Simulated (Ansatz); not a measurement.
**How much do the gradients of Ge3N4 depend on the method?**

Cell: a structure deposited in the COD, whose atoms a relaxation with PBE at fixed cell left in place.

Space group Fd-3m:1 (No. 227); a = 8.3091 Å.

```
site  Wyckoff  site symmetry       x       y       z
 Ge1      16d           .-3m  0.1250  0.1250  0.6250
 Ge5       8a           -43m  0.5000  0.5000  0.0000
   N      32e            .3m  0.8832  0.8832  0.3832
```

One atom of each set is listed; the run and its k-mesh use a cell of 14 atoms with edges of 5.88, 5.88, 5.88 Å.

First run. Method: Kohn–Sham DFT in Ansatz, PBE, plane waves and PAW, scalar-relativistic, 420 eV cutoff, Γ-centred 6×6×6 k-points, Fermi–Dirac smearing 0.02 eV.

| site | V_zz (10²¹ V/m²) | η |
| --- | --- | --- |
| Ge1 | -0.23 | 0.00 |
| N | 4.23 | 0.00 |

Second run. The same atoms and settings, except that the functional is r2SCAN and the cutoff is 500 eV.

(1) Given the first result, estimate the second.

Answers

(1) 

```csv
site,V_zz,η,change of V_zz
Ge1,-0.054,0.00,+0.18
N,4.30,0.00,+0.07
```

The largest change of V_zz is on Ge1, from -0.23 to -0.054. In per cent, |V_zz| changes by +2 on N (all sites that start above 0.5). Sites without a gradient aren't listed.

For the second run: At this cell the r2SCAN pressure is -8 GPa, so with r2SCAN the cell would shrink if it were relaxed. The entry's cell may itself be off.
